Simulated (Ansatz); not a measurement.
# MoS2 under strain

These are results of Ansatz 0.2.0, DFT PBE, scalar-relativistic, plane waves, PAW, not measurements. (420 eV cutoff, 12×12×2 k-mesh, Gaussian smearing of 0.02 eV, no spin polarisation)

Starting point, cell and atoms relaxed:

```xyz
9
Lattice="3.1852 0.0000 0.0000 -1.5926 2.7584 0.0000 0.0000 0.0000 22.3150" Properties=species:S:1:pos:R:3 pbc="T T T"
Mo    0.0000    0.0000    0.0050
Mo    1.5926    0.9195    7.4433
Mo    0.0000    1.8390   14.8816
S     0.0000    1.8390    5.8808
S     1.5926    0.9195    1.5675
S     0.0000    0.0000   13.3191
S     0.0000    1.8390    9.0058
S     1.5926    0.9195   20.7574
S     0.0000    0.0000   16.4441
```

Deformation: all cell vectors scaled alike, the atoms relaxed, all within the symmetry that the strain leaves. Energies are extrapolated to zero smearing. Gaps are Kohn–Sham gaps over the whole zone.

```tsv
strain (%)	ΔE (meV/atom)	a (Å)	b (Å)	c (Å)	gap (eV)
-3.0	28.9	3.090	3.090	21.646	1.60
-2.0	12.6	3.121	3.121	21.869	1.67
-1.0	3.1	3.153	3.153	22.092	1.64
+0.0	0.0	3.185	3.185	22.315	1.45
+1.0	3.0	3.217	3.217	22.538	1.24
+2.0	11.7	3.249	3.249	22.761	1.04
```

(1) What stiffness (1/V) d²E/dε² at zero strain does a cubic fit over all points give?

(2) How fast does the gap move with strain on either side?

## Answers

(1) A cubic fit gives (1/V) d²E/dε² = 446 GPa at zero strain (nine times the bulk modulus at fixed shape).

(2) -189 meV per percent on the compressed side and -210 meV per percent on the stretched side.